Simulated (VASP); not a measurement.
# Bi (Im-3m) in VASP: notebook

One crystal, Bi, is run at these levels: LDA; tasks: single point, relaxation of cell and atoms.

All numbers are computed with VASP 6.6.1; they aren't measurements. Logs are shortened: lines on timing, memory, paths and dates and some standing lists are left out, and cuts for length are marked.

## 1. Starting point

The structure is cubic, space group Im-3m (No. 229). Conventional cell: a = 3.733 Å, b = 3.733 Å, c = 3.733 Å, α = 90.00°, β = 90.00°, γ = 90.00°. Bi (site symmetry m-3m) has 8 Bi at 3.23 Å as nearest neighbours.

This isn't the form of Bi at room conditions, which is rhombohedral.

## 2. Single point, LDA

File INCAR:

```
  PREC = Accurate
  ENCUT = 520
  EDIFF = 1E-6
  ISMEAR = 0
  SIGMA = 0.1
  LREAL = False
  LASPH = True
  NELM = 100
  ALGO = Normal
  ISIF = 2
  LWAVE = False
  LCHARG = True
  GGA = CA
  LELF = True
  LVHAR = True
  NBANDS = 14
```

File KPOINTS:

```
regular mesh
0
Gamma
  16 16 16
```

File POSCAR:

```
Bi
1.0
   -1.8665263118      1.8665263118      1.8665263118
    1.8665263118     -1.8665263118      1.8665263118
    1.8665263118      1.8665263118     -1.8665263118
Bi
1
Direct
    0.0000000000      0.0000000000      0.0000000000
```

Potentials or basis: VASP PAW LDA potentials, release 64 (Bi_d).

On the command line:

```sh
$ cat potpaw_LDA.64/Bi_d/POTCAR > POTCAR
$ mpirun -np 1 vasp_std > vasp.out
```

OUTCAR:

```text
PREC = Accurate
   ENCUT = 520
   EDIFF = 1E-6
   ISMEAR = 0
   LREAL = False
   LASPH = True
   NELM = 100
   ISIF = 2
   GGA = CA

 ion  position               nearest neighbor table
   1  0.000  0.000  0.000-

  LATTYP: Found a body centered cubic cell.
 ALAT       =     3.7330526236

  Lattice vectors:

 A1 = (  -1.8665263118,   1.8665263118,   1.8665263118)
 A2 = (   1.8665263118,  -1.8665263118,   1.8665263118)
 A3 = (   1.8665263118,   1.8665263118,  -1.8665263118)

Analysis of symmetry for initial positions (statically):
=====================================================================
 Subroutine PRICEL returns:
 Original cell was already a primitive cell.

 Routine SETGRP: Setting up the symmetry group for a
 body centered cubic supercell.

 Subroutine GETGRP returns: Found 48 space group operations
 (whereof 48 operations were pure point group operations)
 out of a pool of 48 trial point group operations.

The static configuration has the point symmetry O_h .

Analysis of symmetry for dynamics (positions and initial velocities):
=====================================================================
 Subroutine PRICEL returns:
 Original cell was already a primitive cell.

 Routine SETGRP: Setting up the symmetry group for a
 body centered cubic supercell.

 Subroutine GETGRP returns: Found 48 space group operations
 (whereof 48 operations were pure point group operations)
 out of a pool of 48 trial point group operations.

The dynamic configuration has the point symmetry O_h .

 Subroutine INISYM returns: Found 48 space group operations
 (whereof 48 operations are pure point group operations),
 and found     1 'primitive' translations

----------------------------------------------------------------------------------------

                                     Primitive cell

  volume of cell :      26.0113

  direct lattice vectors                    reciprocal lattice vectors
    -1.866526312  1.866526312  1.866526312     0.000000000  0.267877285  0.267877285
     1.866526312 -1.866526312  1.866526312     0.267877285  0.000000000  0.267877285
     1.866526312  1.866526312 -1.866526312     0.267877285  0.267877285  0.000000000

  length of vectors
     3.232918406  3.232918406  3.232918406     0.378835689  0.378835689  0.378835689

  position of ions in fractional coordinates (direct lattice)
     0.000000000  0.000000000  0.000000000

  ion indices of the primitive-cell ions
   primitive index   ion index
                 1           1

----------------------------------------------------------------------------------------

 KPOINTS: regular mesh

Automatic generation of k-mesh.
 Grid dimensions read from file:
 generate k-points for:   16   16   16

 Generating k-lattice:

  Cartesian coordinates                     Fractional coordinates (reciprocal lattice)
     0.000000000  0.016742330  0.016742330     0.062500000  0.000000000  0.000000000
     0.016742330  0.000000000  0.016742330     0.000000000  0.062500000  0.000000000
     0.016742330  0.016742330  0.000000000     0.000000000  0.000000000  0.062500000

  Length of vectors
     0.023677231  0.023677231  0.023677231

  Shift w.r.t. Gamma in fractional coordinates (k-lattice)
     0.000000000  0.000000000  0.000000000

 Subroutine IBZKPT returns following result:
 ===========================================

 Found    145 irreducible k-points:

 Following reciprocal coordinates:
            Coordinates               Weight
  0.000000  0.000000  0.000000      1.000000
  0.062500  0.000000  0.000000     12.000000
  0.125000  0.000000  0.000000     12.000000
  0.187500  0.000000  0.000000     12.000000
  0.250000  0.000000  0.000000     12.000000
  0.312500  0.000000  0.000000     12.000000
[... 16 lines left out ...]
  0.187500  0.187500  0.000000     24.000000
  0.250000  0.187500  0.000000     48.000000
 [... further k-points ...]
   k-points           NKPTS =    145   k-points in BZ     NKDIM =    145   number of bands    NBANDS=     14
   number of dos      NEDOS =    301   number of ions     NIONS =      1
   total plane-waves  NPLWV =  13824
   dimension x,y,z NGX =    24 NGY =   24 NGZ =   24
   dimension x,y,z NGXF=    48 NGYF=   48 NGZF=   48
   ions per type =               1
   NGX,Y,Z   is equivalent  to a cutoff of  12.34, 12.34, 12.34 a.u.
   NGXF,Y,Z  is equivalent  to a cutoff of  24.68, 24.68, 24.68 a.u.
 SYSTEM =  unknown system
   PREC   = accura    normal or accurate (medium, high low for compatibility)
   ISTART =      0    job   : 0-new  1-cont  2-samecut
   ICHARG =      2    charge: 1-file 2-atom 10-const
   ISPIN  =      1    spin polarized calculation?
   LNONCOLLINEAR =      F non collinear calculations
   LSORBIT =      F    spin-orbit coupling
   LASPH  =      T    aspherical Exc in radial PAW
   ENCUT  =  520.0 eV  38.22 Ry    6.18 a.u.   6.01  6.01  6.01*2*pi/ulx,y,z
   NELM   =    100;   NELMIN=  2; NELMDL= -5     # of ELM steps
   EDIFF  = 0.1E-05   stopping-criterion for ELM
   LREAL  =      F    real-space projection
   EDIFFG = 0.1E-04   stopping-criterion for IOM
   NSW    =      0    number of steps for IOM
   IBRION =     -1    ionic relax: 0-MD 1-quasi-New 2-CG
   NFREE  =      0    steps in history (QN), initial steepest desc. (CG)
   ISIF   =      2    stress and relaxation
   ISYM   =      2    0-nonsym 1-usesym 2-fastsym
   POTIM  = 0.5000    time-step for ionic-motion
   TEBEG  =    0.0;   TEEND  =   0.0 temperature during run
   PSTRESS=    0.0 pullay stress
   NELECT =      15.0000    total number of electrons
   NUPDOWN=      -1.0000    fix difference up-down
   EMIN   =  10.00;   EMAX   =-10.00  energy-range for DOS
   EFERMI =   0.00;   METHOD = LEGACY
   ISMEAR =     0;   SIGMA  =   0.10  broadening in eV -4-tet -1-fermi 0-gaus
   EFERMI_NEDOS =   21; number of points for ismear=-14 and -15
   IALGO  =     38    algorithm
   IMIX   =      4    mixing-type and parameters
     AMIX     =   0.40;   BMIX     =  1.00
     AMIX_MAG =   1.60;   BMIX_MAG =  1.00
  volume/ion in A,a.u.               =      26.01       175.53
  Fermi-wavevector in a.u.,A,eV,Ry     =   1.362650  2.575036 25.263520  1.856816
  Thomas-Fermi vector in A             =   2.489122
   LORBIT       =      0    0 simple, 1 ext, 2 COOP (PROOUT), +10 PAW based schemes
   GGA     = CA    functional components
   LHFCALC =     F    Hartree Fock is set to
   AEXX    =    0.0000 exact exchange contribution
   IVDW    =     0    specifies the selected vdW correction
   LEPSILON=     F    determine dielectric tensor
   LRPA    =     F    only Hartree local field effects (RPA)
 non-spin polarized calculation
 Gauss-broadening in eV      SIGMA  =   0.10
  energy-cutoff  :      520.00
  volume of cell :       26.01
 maximum number of plane-waves:       718
   NGX = 13   NGY = 13   NGZ = 13

 number of electron      14.9999993 magnetization

 Free energy of the ion-electron system (eV)
  ---------------------------------------------------
  ext. energy  EPLUGINS =         0.00000000
  ---------------------------------------------------
  free energy    TOTEN  =        -4.37209042 eV

  energy without entropy =       -4.36949022  energy(sigma->0) =       -4.37079032

 E-fermi :  10.0792     XC(G=0): -11.4096

 val. band max:       10.0697051955   @ k =  -0.2500   0.3750   0.1250
 cond. band min:      10.0804967537   @ k =   0.3125   0.1250   0.0625
 fundamental gap:      0.0107915581
 Fermi energy:        10.0791920804

 k-point     1 :       0.0000    0.0000    0.0000
  band No.  band energies     occupation
      1     -13.0496      2.00000
      2     -13.0496      2.00000
      3     -13.0496      2.00000
      4     -12.8171      2.00000
      5     -12.8171      2.00000
      6      -4.8132      2.00000
      7      16.5958      0.00000
      8      16.5958      0.00000
      9      16.5958      0.00000
     10      20.6185      0.00000
     11      20.6185      0.00000
     12      20.6185      0.00000
     13      21.9542      0.00000
     14      23.1064      0.00000

 k-point     2 :       0.0625    0.0000    0.0000
  band No.  band energies     occupation
      1     -13.0525      2.00000
      2     -13.0452      2.00000
      3     -13.0357      2.00000
      4     -12.8205      2.00000
      5     -12.8175      2.00000
      6      -4.7254      2.00000
      7      15.6801      0.00000
      8      16.2900      0.00000
      9      16.4858      0.00000
     10      20.0327      0.00000
     11      20.3849      0.00000
     12      20.5322      0.00000
     13      22.4775      0.00000
     14      23.4786      0.00000

 k-point     3 :       0.1250    0.0000    0.0000
  band No.  band energies     occupation
      1     -13.0609      2.00000
      2     -13.0339      2.00000
      3     -12.9960      2.00000
      4     -12.8295      2.00000
      5     -12.8187      2.00000
      6      -4.4622      2.00000
      7      13.7623      0.00000
      8      15.5508      0.00000
      9      16.1643      0.00000
     10      19.1782      0.00000
     11      19.9137      0.00000
     12      20.4864      0.00000
     13      23.0221      0.00000
     14      24.3567      0.00000

 k-point     4 :       0.1875    0.0000    0.0000
  band No.  band energies     occupation
      1     -13.0734      2.00000
      2     -13.0201      2.00000
      3     -12.9360      2.00000
      4     -12.8406      2.00000
      5     -12.8204      2.00000
      6      -4.0255      2.00000
      7      11.6207      0.00000
      8      14.6597      0.00000
      9      15.6903      0.00000
     10      18.4454      0.00000
     11      19.4345      0.00000
     12      20.6972      0.00000
     13      23.2891      0.00000
     14      25.5082      0.00000

 k-point     5 :       0.2500    0.0000    0.0000
  band No.  band energies     occupation
      1     -13.0881      2.00000
      2     -13.0106      2.00000
      3     -12.8642      2.00000
      4     -12.8481      2.00000
      5     -12.8223      2.00000
      6      -3.4221      2.00000
      7       9.5141      2.00000
      8      13.7947      0.00000
      9      15.1694      0.00000
     10      17.8658      0.00000
     11      19.0221      0.00000
[... 276 lines left out ...]
 k-point    22 :       0.4375    0.1250    0.0000
  band No.  band energies     occupation
      1     -13.1039      2.00000
      2     -13.0060      2.00000
      3     -12.8374      2.00000
      4     -12.8324      2.00000
      5     -12.6953      2.00000
      6      -0.4838      2.00000
      7       4.2351      2.00000
      8      10.3419      0.00020
      9      13.2561      0.00000
     10      17.9899      0.00000
     11      20.4594      0.00000
     12      22.8903      0.00000
     13      23.5957      0.00000
     14      29.5374      0.00000

 k-point    23 :       0.1875    0.1875    0.0000
  band No.  band energies     occupation
      1     -13.0740      2.00000
      2     -13.0016      2.00000
      3     -12.8578      2.00000
      4     -12.8358      2.00000
      5     -12.7950      2.00000
      6      -2.5092      2.00000
      7       8.0897      2.00000
      8      10.9025      0.00000
      9      13.9115      0.00000
     10      19.1876      0.00000
     11      19.7291      0.00000
     12      22.5179      0.00000
     13      24.1666      0.00000
     14      25.6163      0.00000

 k-point    24 :       0.2500    0.1875    0.0000
  band No.  band energies     occupation
      1     -13.0791      2.00000
      2     -12.9874      2.00000
      3     -12.8537      2.00000
      4     -12.8403      2.00000
      5     -12.7598      2.00000
      6      -1.7410      2.00000
      7       6.7791      2.00000
      8       9.8660      1.99743
      9      13.4858      0.00000
     10      19.0249      0.00000
     11      20.2513      0.00000
     12      22.7858      0.00000
     13      25.1645      0.00000
     14      25.3460      0.00000

 [... further k-points ...]
[... 5 lines left out ...]
  --------------------------------------------------------------------------------------
  -------------------------------------------------------------------------------------
  Total        1.6751700      1.6751700      1.6751700     -0.0000000      0.0000000      0.0000000
  in kB      103.1827599    103.1827599    103.1827599     -0.0000000      0.0000000      0.0000000
  external PRESSURE =     103.1827599 kB  Pullay stress =       0.0000000 kB

 VOLUME and BASIS-vectors are now :
 -----------------------------------------------------------------------------
  energy-cutoff  :      520.00
  volume of cell :       26.01
      direct lattice vectors                 reciprocal lattice vectors
    -1.866526312  1.866526312  1.866526312     0.000000000  0.267877285  0.267877285
     1.866526312 -1.866526312  1.866526312     0.267877285  0.000000000  0.267877285
     1.866526312  1.866526312 -1.866526312     0.267877285  0.267877285  0.000000000

 POSITION                                       TOTAL-FORCE (eV/Angst)
 -----------------------------------------------------------------------------------
      0.00000      0.00000      0.00000         0.000000      0.000000     -0.000000
 -----------------------------------------------------------------------------------
    total drift:                                0.000000      0.000000      0.000000

  FREE ENERGIE OF THE ION-ELECTRON SYSTEM (eV)
  ---------------------------------------------------
  free  energy   TOTEN  =        -4.3720904172 eV

  energy  without entropy=       -4.3694902201  energy(sigma->0) =       -4.37079032
```

Run time: 11 s. Hardware: 1 thread of Intel Xeon 6975P-C (Granite Rapids), shared host; peak memory 0.16 GiB.

What came out:

| Property | Result |
| --- | --- |
| Free energy | -4.3721 eV |
| Pressure | 10.3 GPa |
| Band gap on the k mesh | none (metal or under the smearing width) |

Levels at points of the mesh, in eV from the Fermi level:
```tsv
k point	band 5	band 6	band 7	band 8	band 9	band 10
(0.00, 0.00, 0.00)	-22.90	-14.89	6.52	6.52	6.52	10.54
(0.50, 0.00, 0.00)	-22.75	-10.72	-6.16	1.94	3.93	6.83
(0.50, 0.50, 0.50)	-22.79	-7.71	-2.21	-2.21	-2.21	3.50
```

Caveat: spin-orbit coupling is left out, which moves the levels of the heavy elements.

## 3. Relaxation of cell and atoms, LDA, target pressure 10.1 GPa, at which the enthalpy is minimised

This run uses another cell than the first one, of 31.12 Å³/atom, 1.196 times its volume.

File INCAR:

```
  PREC = Accurate
  ENCUT = 600
  EDIFF = 1E-6
  ISMEAR = 0
  SIGMA = 0.1
  LREAL = False
  LASPH = True
  NELM = 100
  ALGO = Normal
  ISIF = 3
  LWAVE = False
  LCHARG = False
  IBRION = 2
  NSW = 100
  EDIFFG = -0.002
  PSTRESS = 101.0
```

KPOINTS is that of step 2.

File POSCAR:

```
Bi
1.0
   -1.9814305318      1.9814305318      1.9814305318
    1.9814305318     -1.9814305318      1.9814305318
    1.9814305318      1.9814305318     -1.9814305318
Bi
1
Direct
    0.0000000000      0.0000000000      0.0000000000
```

Potentials or basis: VASP PAW LDA potentials, release 64 (Bi_d).

On the command line:

```sh
$ cat potpaw_LDA.64/Bi_d/POTCAR > POTCAR
$ mpirun -np 1 vasp_std > vasp.out
```

It took 89 s on 1 thread of Intel Xeon 6975P-C (Granite Rapids), shared host; peak memory 0.19 GiB.

Results (log left out):

```
Free energy                                            : -4.3770 eV
Relaxed volume                                         : 26.08 Å³/atom
Relaxed cell                                           : a = 3.236 Å, b = 3.236 Å, c = 3.236 Å, α = 109.47°, β = 109.47°, γ = 109.47°
Space group after relaxing (to 0.05 Å)                 : Im-3m (No. 229)
Energy change on relaxing (the enthalpy is what falls) : +71.6 meV/atom
Ionic steps                                            : 8
Pressure after relaxing                                : 10.1 GPa
Band gap on the k mesh                                 : none (metal or under the smearing width)
```

The path:
| step | energy change (eV) | largest force (eV/Å) | pressure (GPa) | volume (Å³) |
| --- | --- | --- | --- | --- |
| 1 | 0.0000 | 0.0000 | -3.16 | 31.12 |
| 2 | 0.9071 | 0.0000 | 48.06 | 20.90 |
| 3 | 0.0571 | 0.0000 | 9.06 | 26.32 |
| 4 | 0.0687 | 0.0000 | 9.89 | 26.13 |
| 5 | 0.0746 | 0.0000 | 10.31 | 26.03 |
| 6 | 0.0672 | 0.0000 | 9.75 | 26.15 |
| 7 | 0.0718 | 0.0000 | 10.12 | 26.08 |
| 8 | 0.0716 | 0.0000 | 10.09 | 26.08 |

Final structure:
```
Bi
1.0
    -1.86822    1.86822    1.86822
     1.86822   -1.86822    1.86822
     1.86822    1.86822   -1.86822
Bi
1
Direct
  0.00000 0.00000 0.00000
```

Levels at points of the mesh, in eV from the Fermi level:
| k point | band 4 | band 5 | band 6 | band 7 | band 8 | band 9 | band 10 | band 11 |
| --- | --- | --- | --- | --- | --- | --- | --- | --- |
| (0.00, 0.00, 0.00) | -22.90 | -22.90 | -14.87 | 6.49 | 6.49 | 6.49 | 10.54 | 10.54 |
| (0.50, 0.00, 0.00) | -22.91 | -22.75 | -10.72 | -6.14 | 1.93 | 3.93 | 6.81 | 8.19 |
| (0.50, 0.50, 0.50) | -22.79 | -22.79 | -7.72 | -2.20 | -2.20 | -2.20 | 3.50 | 3.50 |

Caveat: the cell is relaxed towards a set pressure, so the enthalpy falls and the energy may rise; the volume moved by over 15 % at a fixed basis, so the end points are rough; spin-orbit coupling is left out, which moves the levels of the heavy elements.
